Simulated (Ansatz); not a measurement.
**TiSi2: a listed cell, distorted in several ways**

How do energy, forces, pressure and gap of TiSi2 change under moves of single atoms, further strains and shifts, swapped elements, distortions that keep the symmetry, other functionals? Each case is one self-consistent run.

Program: Ansatz 0.2.0. Level of theory: DFT PBE, scalar-relativistic, plane waves, PAW. These are calculated values, not measurements.

**1. The structure to begin with**

The structure is orthorhombic, space group Immm (No. 71). Conventional cell: a = 2.946 Å, b = 3.424 Å, c = 8.424 Å, α = 90.00°, β = 90.00°, γ = 90.00°. Ti (site symmetry mmm) has 10 Si at 2.67 to 2.78 Å and 2 Ti at 2.95 Å as nearest neighbours. Si (site symmetry mm2) has 7 Si at 2.63 to 2.95 Å and 5 Ti at 2.67 to 2.78 Å as nearest neighbours.

As a file:

```
Ti Si
1.0
    -1.47287    1.71213    4.21208
     1.47287   -1.71213    4.21208
     1.47287    1.71213   -4.21208
Ti Si
1 2
Direct
  0.00000 0.00000 0.00000
  0.32992 0.32992 0.00000
  0.67008 0.67008 0.00000
```

The structure comes from the Materials Project (structure only).

**2. Another functional, on a distorted cell: r2SCAN**

The change: strain xx, yy, zz, yz, xz, xy = -3.2, +4.3, +1.3, +0.0, +0.0, +0.0 %; atoms moved by 0.25 Å root mean square, at most 0.31 Å.

File input.yaml:

```yaml
crystal:
  lattice:
    - [-1.4251951334, 1.7851865871, 4.2650710041]
    - [1.4251951334, -1.7851865871, 4.2650710041]
    - [1.4251951334, 1.7851865871, -4.2650710041]
  atoms:
    - { symbol: Ti, position: [0.0, 0.0, 0.0] }
    - { symbol: Si, position: [0.3662681757, 0.3662681757, 0.0] }
    - { symbol: Si, position: [0.6337318243, 0.6337318243, 0.0] }
basis:
  ecutwfc: 500
kpoints:
  mp_grid: { grid: [18, 18, 18] }
hamiltonian:
  xc: r2scan
scf:
  occupations: { method: gaussian, width: 0.1 }
output:
  forces: true
  stress: true
  eigenvalues: true
```

**3. One atom moved**

File input.yaml:

```yaml
crystal:
  lattice:
    - [-1.472872, 1.71213, 4.212083]
    - [1.472872, -1.71213, 4.212083]
    - [1.472872, 1.71213, -4.212083]
  atoms:
    - { symbol: Ti, position: [0.0178059169, 0.0178059169, 0.0] }
    - { symbol: Si, position: [0.329922, 0.329922, 0.0] }
    - { symbol: Si, position: [0.670078, 0.670078, 0.0] }
basis:
  ecutwfc: 420
kpoints:
  mp_grid: { grid: [16, 16, 16] }
hamiltonian:
  xc: pbe
scf:
  occupations: { method: gaussian, width: 0.1 }
output:
  forces: true
  stress: true
  eigenvalues: true
```

**4. A distortion of lower symmetry**

File input.yaml:

```yaml
crystal:
  lattice:
    - [-1.4327087815, 1.607213046, 4.0788249533]
    - [1.4252955155, -1.691454706, 4.1104752986]
    - [1.4406188221, 1.6982593746, -4.1130675533]
  atoms:
    - { symbol: Ti, position: [0.0, 0.0, 0.0] }
    - { symbol: Si, position: [0.3435945064, 0.3289605259, 0.0216790768] }
    - { symbol: Si, position: [0.6564054936, 0.6710394741, -0.0216790768] }
basis:
  ecutwfc: 420
kpoints:
  mp_grid: { grid: [12, 14, 16] }
hamiltonian:
  xc: pbe
scf:
  occupations: { method: gaussian, width: 0.1 }
output:
  forces: true
  stress: true
  eigenvalues: true
```

**5. Substitution of an element, cell strained: Ti → Ni, first probe**

File input.yaml:

```yaml
crystal:
  lattice:
    - [-1.375623814, 1.5990845102, 3.9339750375]
    - [1.375623814, -1.5990845102, 3.9339750375]
    - [1.375623814, 1.5990845102, -3.9339750375]
  atoms:
    - { symbol: Ni, position: [0.0, 0.0, 0.0], spin: 2.0 }
    - { symbol: Si, position: [0.329922, 0.329922, 0.0] }
    - { symbol: Si, position: [0.670078, 0.670078, 0.0] }
basis:
  ecutwfc: 420
kpoints:
  mp_grid: { grid: [8, 8, 8] }
hamiltonian:
  xc: pbe
scf:
  occupations: { method: gaussian, width: 0.1 }
  lower_state_search: "off"
output:
  forces: true
  stress: true
  eigenvalues: true
  populations: true
magnetization:
  spin_polarized: true
```

**6. One element swapped, cell strained: Ti → Ni**

File input.yaml:

```yaml
crystal:
  lattice:
    - [-1.375623814, 1.5990845102, 3.9339750375]
    - [1.375623814, -1.5990845102, 3.9339750375]
    - [1.375623814, 1.5990845102, -3.9339750375]
  atoms:
    - { symbol: Ni, position: [0.0, 0.0, 0.0] }
    - { symbol: Si, position: [0.329922, 0.329922, 0.0] }
    - { symbol: Si, position: [0.670078, 0.670078, 0.0] }
basis:
  ecutwfc: 420
kpoints:
  mp_grid: { grid: [20, 20, 20] }
hamiltonian:
  xc: pbe
scf:
  occupations: { method: gaussian, width: 0.1 }
output:
  forces: true
  stress: true
  eigenvalues: true
```

**7. A distortion that keeps the symmetry**

File input.yaml:

```yaml
crystal:
  lattice:
    - [-1.5178682396, 1.8600237894, 4.3056333634]
    - [1.5178682396, -1.8600237894, 4.3056333634]
    - [1.5178682396, 1.8600237894, -4.3056333634]
  atoms:
    - { symbol: Ti, position: [0.0, 0.0, 0.0] }
    - { symbol: Si, position: [0.3342835411, 0.3342835411, 0.0] }
    - { symbol: Si, position: [0.6657164589, 0.6657164589, 0.0] }
basis:
  ecutwfc: 420
kpoints:
  mp_grid: { grid: [18, 18, 18] }
hamiltonian:
  xc: pbe
scf:
  occupations: { method: gaussian, width: 0.1 }
output:
  forces: true
  stress: true
  eigenvalues: true
```

Q: Predict the outcome of this session. Wanted: for each run, case; energy; pressure; largest force.

The runs gave:

| step | case | energy (meV/atom) | pressure (GPa) | largest force (eV/Å) | gap on the mesh (eV) |
| --- | --- | --- | --- | --- | --- |
| 2 | another functional, on a distorted cell: r2SCAN | n/a | 9.3 | 3.03 | 0.00 |
| 3 | one atom moved | +0.0 | 1.6 | 1.35 | 0.00 |
| 4 | a distortion of lower symmetry | +47.8* | 16.6 | 0.92 | 0.00 |
| 6 | one element swapped, cell strained: Ti → Ni | n/a | 15.5 | 0.87 | 0.00 |
| 7 | a distortion that keeps the symmetry | +76.3* | -13.4 | 0.06 | 0.00 |

Energies are counted from step 3, with the smearing taken to zero; a star marks another k mesh, which can shift energies by itself, so starred rows don't rank against the others. Other atoms or functionals have another zero of energy (n/a). A gap of 0.00 means none on the mesh at this level.

In words: Among the distorted cells of the listed formula and level the largest force, 1.35 eV/Å, acts on Ti1 in step 3. The distorted cells of the listed formula and level show no gap on the mesh. Spin polarisation is off in the runs that give these values; a magnetic solution could lie lower.
